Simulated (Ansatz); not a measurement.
A 3-atom cell of Te (P3_121) from a materials database at its r2SCAN+rVV10 geometry, run in Ansatz at 3 levels of theory. No spin polarisation and no zero-point or thermal motion.

The LDA input:
```yaml
crystal:
  lattice:
    - [4.4712579917, 0.0, 0.0]
    - [-2.2356289959, 3.8722230077, 0.0]
    - [0.0, 0.0, 5.9487466911]
  atoms:
    - { symbol: Te, position: [0.264192056, 0.0, 0.3333333333] }
    - { symbol: Te, position: [0.0, 0.264192056, 0.6666666667] }
    - { symbol: Te, position: [0.735807944, 0.735807944, 0.0] }
kpoints:
  mp_grid: { grid: [6, 6, 4] }
  band_path:
    path:
      - [0.0, 0.0, 0.0]
      - [0.5, 0.0, 0.0]
      - [0.3333333333, 0.3333333333, 0.0]
      - [0.0, 0.0, 0.5]
      - [0.5, 0.0, 0.5]
      - [0.3333333333, 0.3333333333, 0.5]
      - [0.333333, 0.333333, 0.470052]
    npoints: 1
hamiltonian:
  xc: lda
scf:
  occupations: { method: fixed }
  n_extra_bands: 4
output:
  forces: true
  stress: true
  eigenvalues: true
```

Main results, then, where recorded, the levels near the gap in eV from the Fermi energy (columns number the bands from 0), one row a point of the path (Γ, M, K, A, L, H, H–K (0.06)):
```
Crystal: 3 atoms, lattice volume = 102.995 Å³
Symmetry: 6 space group operations
Space group: P3121 (ITA 152)
```
```
Basis set: ecut = 420 eV, 2041 PW (Γ)
k-points: 24 of 144 (time reversal used)
SCF converged after 7 iterations
Free energy (F): -20481.506515 eV
Fermi energy:    8.250663 eV
--- Forces (eV/Å), atoms counted from 1 ---
  atom   1  Te      0.11296      0.00000      0.00000
  atom   2  Te    -0.05648      0.09783      0.00000
  atom   3  Te    -0.05648    -0.09783      0.00000
--- Stress (GPa, compression-positive) ---
       -1.878463       0.000000       0.000000
        0.000000      -1.878463       0.000000
        0.000000       0.000000      -2.096986
  P = ⅓ Tr σ = -1.9513 GPa (-19.513 kbar)
```
```tsv
band_20	band_21	band_22	band_23	band_24	band_25	band_26
-2.770	-1.603	-1.603	-0.712	1.008	1.008	1.628
-3.472	-3.421	-1.061	-0.804	0.885	0.985	3.033
-3.009	-3.009	-2.859	-2.569	2.826	2.826	3.150
-2.602	-1.269	-1.008	-1.008	0.537	0.537	0.538
-3.606	-2.349	-2.004	-0.211	0.756	1.919	2.531
-4.901	-0.978	0.000	0.000	0.124	1.408	1.408
-4.837	-1.036	-0.098	0.035	0.184	1.390	1.483
```

LDA gives an indirect gap of 0.09 eV, from H–K (0.06 of the way from H) to H; the least direct gap is 0.12 eV at H.

**Question.** Another run on the same cell gave
```
Basis set: ecut = 500 eV, 2655 PW (Γ)
k-points: 24 of 144 (time reversal used)
SCF converged after 6 iterations
Free energy (F): -20984.447778 eV
Fermi energy:    8.409824 eV
--- Forces (eV/Å), atoms counted from 1 ---
  atom   1  Te    -0.02755      0.00000      0.00000
  atom   2  Te      0.01377    -0.02386      0.00000
  atom   3  Te      0.01377      0.02386      0.00000
--- Stress (GPa, compression-positive) ---
        0.909104       0.000000       0.000000
        0.000000       0.909104       0.000000
        0.000000       0.000000       0.713804
  P = ⅓ Tr σ = 0.8440 GPa (8.440 kbar)
```
```tsv
band_20	band_21	band_22	band_23	band_24	band_25	band_26
-2.860	-1.689	-1.689	-0.807	1.164	1.164	1.822
-3.654	-3.535	-1.128	-0.870	1.101	1.201	3.409
-3.103	-3.103	-2.945	-2.698	3.065	3.065	3.401
-2.769	-1.418	-1.084	-1.084	0.635	0.803	0.803
-3.737	-2.430	-2.107	-0.191	0.936	2.088	2.757
-5.115	-1.084	0.000	0.000	0.360	1.583	1.583
-5.046	-1.134	-0.094	0.031	0.412	1.570	1.653
```
Which level of theory gave it?

**Answer.** It is r2SCAN, on 6×6×4; the blocks that differ from the first input, but for the band path:
```yaml
hamiltonian:
  xc: r2scan
```
With r2SCAN the valence top lies at H–K (0.06 of the way from H) and the conduction bottom at H, 0.33 eV higher; the smallest vertical gap, at H, is 0.36 eV. The mean pressure at these positions is +0.84 GPa, compression counted positive.

**Question.** In the first input these blocks are replaced (the band path and keys that only write files left aside):
```yaml
crystal:
  # lattice and atoms as above
  host: atoms
hamiltonian:
  xc:
    exchange: pbe
    correlation: pbe
    exx: { coeff: inverse_dielectric }
```
What comes out?

**Answer.**
```
ε∞ on k-mesh 6×6×4 of a primitive cell: xx 33.9074, yy 33.9074, zz 53.1871; 3/Tr ε∞, of that cell with its empty space = 0.024792990750525032
Basis set: ecut = 420 eV, 2041 PW (Γ)
k-points: 24 of 144 (time reversal used)
hybrid outer 1: dexx = +3.105e-5 eV, tail = 8.80e-8 eV
hybrid outer 2: dexx = +1.181e-10 eV, tail = 1.69e-8 eV, Δε = 5.14e-5 eV, ΔF = 1.02e-4 eV/Å
hybrid SCF converged: 2 outer / 6 inner (+4 warm-up)
Free energy (F): -20940.886404 eV
Fermi energy:    8.510462 eV
--- Forces (eV/Å), atoms counted from 1 ---
  atom   1  Te      0.16425      0.00000      0.00000
  atom   2  Te    -0.08212      0.14224      0.00000
  atom   3  Te    -0.08212    -0.14224      0.00000
--- Stress (GPa, compression-positive) ---
        1.196668       0.000000       0.000000
        0.000000       1.196668       0.000000
        0.000000       0.000000       1.276971
  P = ⅓ Tr σ = 1.2234 GPa (12.234 kbar)
```
```tsv
band_20	band_21	band_22	band_23	band_24	band_25	band_26
-2.788	-1.643	-1.643	-0.753	1.142	1.142	1.774
-3.538	-3.468	-1.084	-0.829	1.026	1.126	3.191
-3.047	-3.047	-2.887	-2.624	2.985	2.985	3.316
-2.655	-1.327	-1.039	-1.039	0.646	0.697	0.697
-3.648	-2.385	-2.046	-0.205	0.881	2.055	2.682
-4.978	-1.017	0.000	0.000	0.270	1.538	1.538
-4.912	-1.070	-0.096	0.034	0.325	1.521	1.611
```
The DDH-PBE0 gap is indirect, 0.24 eV (H–K (0.06 of the way from H) to H), below the direct gap of 0.27 eV at H. The mean pressure at these positions is +1.2 GPa, compression counted positive. (The program warns that its thresholds are loose for a hybrid's stress.)

Totals of different functionals can't be compared.

No spin-orbit coupling is included; it can move band edges with weight on the heavy atoms by tenths of an eV.

Gaps or overlaps of about a tenth of an eV are at the limit of these meshes: between the points read a gap can be smaller or closed.

The meshes of the hybrids are coarse, so their gaps aren't converged to the digits shown.
